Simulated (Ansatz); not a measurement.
## AlN at a changed volume — 27Al NMR of the central transition

Cell: an entry of the Crystallography Open Database (COD), relaxed with PBE at fixed cell and then changed (volume scaled by 0.94, ions relaxed).

```yaml
crystal:
  lattice:
    - [3.04651, 0.00000, 0.00000]
    - [-1.52326, 2.63836, 0.00000]
    - [0.00000, 0.00000, 4.87834]
  atoms:
    - { symbol: Al, position: [0.66667, 0.33333, 0.00000] }
    - { symbol: Al, position: [0.33333, 0.66667, 0.50000] }
    - { symbol: N, position: [0.66667, 0.33333, 0.38200] }
    - { symbol: N, position: [0.33333, 0.66667, 0.88200] }
```

Sites (sets of like atoms) are named by element and the number of their first atom in this list.

Level of theory: DFT, PBE, plane waves and PAW, scalar-relativistic, 420 eV cutoff, Γ-centred 11×11×6 k-points, Fermi–Dirac smearing 0.02 eV (Ansatz 0.2.0).

27Al has I = 5/2 and Q = 146.6 mb (Pyykkö 2018); at 9.4 T its Larmor frequency is ν₀ = 104.4 MHz. Only the quadrupole interaction is simulated: positions count from each site's isotropic chemical shift, and J coupling is left out, as are shift anisotropy and dipolar coupling, which fast spinning averages.

Simulated pattern of one Al site (fast magic-angle spinning, Gaussian broadening 0.02 kHz):

```
offset (kHz)  height
     -0.5489       0
     -0.5327       1
     -0.5166       4
     -0.5004       5
     -0.4842       5
     -0.4681       5
     -0.4519       5
     -0.4357       5
     -0.4196       6
     -0.4034       6
     -0.3873       6
     -0.3711       6
     -0.3549       8
     -0.3388      35
     -0.3226      79
     -0.3064      58
     -0.2903      46
     -0.2741      41
     -0.2579      38
     -0.2418      37
     -0.2256      36
     -0.2095      36
     -0.1933      36
     -0.1771      38
     -0.1610      39
     -0.1448      42
     -0.1286      47
     -0.1125      56
     -0.0963      78
     -0.0802     100
     -0.0640      29
     -0.0478       1
```

**Question.** Which |C_Q| and η does the pattern imply?

**Answer.** The pattern spans 0.452 kHz before broadening and its centre of gravity is at -0.211 kHz, which fixes P_Q; the places of the horns and steps fix η. That gives P_Q = 1.92 MHz, |C_Q| = 1.92 MHz and η = 0.00. The sign of C_Q can't be read from the pattern.

An axis of threefold or higher order runs through Al, so V_zz lies along it and η is zero.

At this changed cell the PBE pressure is 19 GPa.
